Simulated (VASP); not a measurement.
Here is a VASP 6.6.1 calculation.

The input INCAR:

```
SYSTEM = GaSb
PREC = Accurate ; ENCUT = 520
EDIFF = 1E-7 ; ISMEAR = 0
SIGMA = 0.023 ; LREAL = .False.
LASPH = .True. ; NELM = 100
ALGO = Fast ; ISIF = 2
LWAVE = .False. ; LCHARG = .False.
GGA = PE
```

KPOINTS

```
regular mesh
0
Gamma
  8 8 8
  0 0 0
```

POSCAR

```
GaSb
1.0
    0.0000000000      3.0590000000      3.0590000000
    3.0590000000      0.0000000000      3.0590000000
    3.0590000000      3.0590000000      0.0000000000
Sb Ga
1 1
Direct
    0.7500000000      0.7500000000      0.7500000000
    0.0000000000      0.0000000000      0.0000000000
```

Potentials or basis: VASP PAW PBE potentials, release 64 (Sb, Ga_d).

Command:

```console
$ cat potpaw_PBE.64/Sb/POTCAR potpaw_PBE.64/Ga_d/POTCAR > POTCAR
$ mpirun -np 1 vasp_std > vasp.out
```

Problem. Estimate the band gap on the k mesh.

Solution. 0.04 eV, direct.

Problem. Predict the pressure.

Solution. 2.4 GPa.

Caveat: spin-orbit coupling is left out, which moves the levels of the heavy elements.

**The experiment to reproduce.**

From a printed reference work, data compilation, for a bulk crystal of GaSb at 4.2 K: band gap 0.811 eV (direct).

Against the measured gap of GaSb, 0.811 eV (direct; 4.2 K; a printed reference work, data compilation), the calculated 0.04 eV is off by -0.78 eV. Spin-orbit coupling on Ga, Sb is left out. The value is that of PBE on a finite k mesh, which can miss the band edges, without temperature or zero-point motion. Semilocal functionals fall short of measured gaps as a rule.
